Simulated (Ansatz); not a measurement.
Computed with DFT PBE, scalar-relativistic, plane waves, PAW (Ansatz). Settings: cutoff 420 eV, Γ-centred meshes spaced at most about 0.3 Å⁻¹, and about 0.25 Å⁻¹ or finer for metals (2π included), Gaussian smearing. Collinear spin in cells that started with moments and kept them past the coarse steps, no spin elsewhere.

These are static total energies at zero pressure.

Two forms of Co₂Si were relaxed alike.

A. (site moments under 0.1 μB)

```
CELL_PARAMETERS angstrom
2.63357 0.00000 0.00000
0.00000 2.63357 0.00000
0.00000 0.00000 5.04065
ATOMIC_POSITIONS crystal
Co 0.00000 0.00000 0.77636
Co 0.00000 0.00000 0.22364
Si 0.50000 0.50000 0.50000
```

B. (site moments Co 0.7 (×2) μB)

```
CELL_PARAMETERS angstrom
3.79201 0.00000 0.00000
0.00000 3.79201 0.00000
0.00000 0.00000 2.61248
ATOMIC_POSITIONS crystal
Co 0.50000 0.00000 0.50000
Co 0.00000 0.50000 0.50000
Si 0.50000 0.50000 0.00000
```

Task: Which form is favoured at zero pressure, and by what margin per atom?

Result: A is lower, by 33 meV/atom. A has space group P4/mmm (No. 123), 11.7 Å³/atom and no gap on its mesh; B has space group P4/mmm (No. 123), 12.5 Å³/atom and no gap. Their magnetic states differ too. The denser one is the lower, and pressure would at first widen the difference. In A, Co is surrounded by 1 Co at 2.25 Å, 4 Si at 2.33 Å, 4 Co at 2.63 Å and 1 Co at 2.79 Å; Si is surrounded by 8 Co at 2.33 Å and 4 Si at 2.63 Å. In B, Co is surrounded by 4 Si at 2.30 Å and 6 Co at 2.61–2.68 Å; Si has 8 Co at 2.30 Å and 2 Si at 2.61 Å. Both come from invented guesses. The part of the Crystallography Open Database at hand lists Co2Si in space group No. 62, which no cell shown has.

The magnetic state reached may not be the lowest. Cells relaxed within their symmetry can be saddle points. Some candidate types were left out of the draw beforehand, so a known form may be missing.

The preference for A probably comes from how the two cells distribute empty space. Both can be read as distorted CsCl-type arrangements with half of the Si sites vacant: the empty Co cages form layers in A and columns in B. Layered vacancies let the empty cages contract along the stacking axis, giving the short 2.25 Å Co–Co contact and the smaller volume. In B, filled and empty cages share their Co edges, so one kind cannot shrink without squeezing the other. Si keeps eight Co neighbours in both forms, so the difference lies more in Co–Co bonding and packing than in the number of Co–Si contacts. The larger Co moments in B fit its looser framework, where narrower d bands favour exchange splitting, but volume, local geometry and magnetic state change together and their energy contributions cannot be separated here. The ordering concerns only these two vacancy patterns; the known orthorhombic silicide, which packs Co around Si without such empty cages, probably lies below both.
